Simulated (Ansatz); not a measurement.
HgTe: zone-centre modes at -3 GPa

Level of theory: DFT PBE, scalar-relativistic, plane waves, PAW (Ansatz). Plane waves to 420 eV; Γ-centred k mesh 12×12×12; Fermi-Dirac smearing of 0.15 eV. No spin polarisation. Phonons by linear response, acoustic sum rule imposed.

The cell, relaxed at -3 GPa:
```
CELL_PARAMETERS angstrom
0.00000 3.46436 3.46436
3.46436 0.00000 3.46436
3.46436 3.46436 0.00000
ATOMIC_POSITIONS crystal
Hg 0.00000 0.00000 0.00000
Te 0.75000 0.75000 0.75000
```

In a metal, frequencies and elastic constants depend on the k mesh and the smearing, soft modes and shear constants most. Spin–orbit coupling is left out, which can shift energies with elements as heavy as these.

Optical modes at Γ; i marks an imaginary frequency:
| frequency (cm⁻¹) | degeneracy |
| --- | --- |
| 68 | 3 |

All 3 optical modes at Γ are real: no displacement of atoms at fixed cell lowers the energy to second order. Strains and modes at other wave vectors aren't tested by this run.

The bands only touch here, so at this level the crystal is a zero-gap semiconductor or semimetal, not an ordinary metal; spin–orbit coupling, left out, can open or move such a gap.

Cost: 1 run of about 2 core-minutes, on Arm Neoverse V1 (shared hosts).